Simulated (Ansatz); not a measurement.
# AlAs: the cost of one run

Computed with Ansatz 0.2.0 (DFT PBE, scalar-relativistic, plane waves, PAW, unless a step's input says otherwise).

1 further run of the same task is left out (set aside as unsound or not needed).

### Step 1. The structure to begin with

The structure is cubic, space group F-43m (No. 216). Conventional cell: a = 5.728 Å, b = 5.728 Å, c = 5.728 Å, α = 90.00°, β = 90.00°, γ = 90.00°. Around Al (site symmetry -43m) lie 4 As at 2.48 Å. As (site symmetry -43m) has 4 Al at 2.48 Å as nearest neighbours.

As a file:

```
Al As
1.0
     0.00000    2.86381    2.86381
     2.86381    0.00000    2.86381
     2.86381    2.86381    0.00000
Al As
1 1
Direct
  0.00000 0.00000 0.00000
  0.25000 0.25000 0.25000
```

It is the end of an earlier relaxation with the same method, from a generated guess; it needn't be the stable form of this composition. At a tolerance of 0.02 Å it has space group F-43m (No. 216); it has 23.49 Å³/atom, an uncorrected energy of -0.49 eV/atom over the elements.

### Step 2. Static run: bands, density of states and charges

The input, input.yaml:

```yaml
crystal:
  lattice:
    - [0.0, 2.8638066092, 2.8638066092]
    - [2.8638066092, 0.0, 2.8638066092]
    - [2.8638066092, 2.8638066092, 0.0]
  atoms:
    - { symbol: Al, position: [0.0, 0.0, 0.0] }
    - { symbol: As, position: [0.25, 0.25, 0.25] }
basis:
  ecutwfc: 420
kpoints:
  mp_grid: { grid: [8, 8, 8] }
  band_path:
    path:
      - [[0.0, 0.0, 0.0], [-0.5, -0.5, 0.0], [-0.375, -0.375, 0.25]]
      - [[-0.375, 0.0, 0.375], [0.0, 0.0, 0.0], [0.0, 0.0, 0.5], [-0.5, -0.25, 0.25], [-0.5, -0.5, 0.0]]
    npoints: 14
hamiltonian:
  xc: pbe
scf:
  occupations: { method: gaussian, width: 0.02 }
  n_extra_bands: 6
output:
  forces: true
  stress: true
  eigenvalues: true
  populations: true
  dos: { projected: true, de: 0.02, nscf_kmesh: { grid: [12, 12, 12] } }
  bader: true
  write_density: true
  write_potential: true
  elf: true
  volumetric_format: npy
```

Launch:

```bash
ansatz run input.yaml --threads 1 --pin off --max-ram 2560MiB --backend cpu --events-out ev --progress --plain --runs-dir out
```

**Question.** How long does this run take on 1 thread of Arm Neoverse V1, shared host, and how much memory does it need?

About 25 s, with a peak of 0.32 GiB.
